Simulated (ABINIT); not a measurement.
Set up this calculation in ABINIT 10.8.3 (patched build), as the native input.

| Property | Result |
| --- | --- |
| Task | band structure |
| Functional | revPBE |
| Potentials or basis | JTH PAW PBE v2.0 |
| Cutoff | 544 eV |
| k mesh | 10 × 10 × 10 |
| Occupations | fermi-dirac, width 0.05 eV |
| Spin | no spin polarisation |
| Fine-grid cutoff | 1088.46 eV |
| Exchange and correlation inside the PAW spheres | full angular mesh (pawxcdev 0, this build's default; the released program takes 1) |

Crystal: BP.

```xyz
2
Lattice="0.0000 2.2690 2.2690 2.2690 0.0000 2.2690 2.2690 2.2690 0.0000" Properties=species:S:1:pos:R:3 pbc="T T T"
P     3.4035    3.4035    3.4035
B     0.0000    0.0000    0.0000
```

These files were run (other wordings do the same):

run.abi

```
# Datasets: ground state, then fixed potential
ndtset 2

# Pseudopotentials
pp_dirpath "./"
pseudos "P.GGA_PBE-JTH.xml, B.GGA_PBE-JTH.xml"

# Structure
acell 3*1.0
rprim
     0.0000000000     4.2877885768     4.2877885768
     4.2877885768     0.0000000000     4.2877885768
     4.2877885768     4.2877885768     0.0000000000
ntypat 2
znucl 15 5
natom 2
typat 1 2
xred
     0.7500000000     0.7500000000     0.7500000000
     0.0000000000     0.0000000000     0.0000000000

# Plane-wave basis
ecut 20.0
pawecutdg 40.0

# Exchange and correlation
ixc 14

# Bands and occupations
occopt 3
tsmear 0.05 eV

# SCF cycle
nstep 100

# Output
iomode 3
prtwf 0
prteig 0
prtebands 0
prtden1 1

# Dataset 1
kptopt1 1
ngkpt1 10 10 10
nshiftk1 1
shiftk1 0.0 0.0 0.0
nband1 8
tolvrs1 1.0e-9

# Dataset 2: bands along G-X-W-K-G-L-U-W-L-K
iscf2 -2
getden2 1
nband2 12
nbdbuf2 2
tolwfr2 1.0e-12
kptopt2 -9
ndivsm2 5
prteig2 1
prtvol2 -3
kptbounds2
     0.0000000000     0.0000000000     0.0000000000
     0.5000000000     0.0000000000     0.5000000000
     0.5000000000     0.2500000000     0.7500000000
     0.3750000000     0.3750000000     0.7500000000
     0.0000000000     0.0000000000     0.0000000000
     0.5000000000     0.5000000000     0.5000000000
     0.6250000000     0.2500000000     0.6250000000
     0.5000000000     0.2500000000     0.7500000000
     0.5000000000     0.5000000000     0.5000000000
     0.3750000000     0.3750000000     0.7500000000
```

Potentials or basis: JTH PAW PBE v2.0.

The run is started by

```bash
$ abinit run.abi > log 2>&1
```

Results of the run:

| Item | Value |
| --- | --- |
| Pressure | 3.0 GPa |
| Band gap on the k mesh | 1.25 eV, indirect (least direct gap 3.39 eV) |
| Band gap along the path | 1.25 eV, indirect (least direct gap 3.39 eV) |
| Valence electrons inside the program's atomic spheres | P 1.64; B 1.84 |

Caveat: the PAW data sets were made with another functional, which shifts forces and pressure a little.

Run time: 19 s on 1 thread of Arm Neoverse V1, on a shared host, peak memory 0.11 GiB.
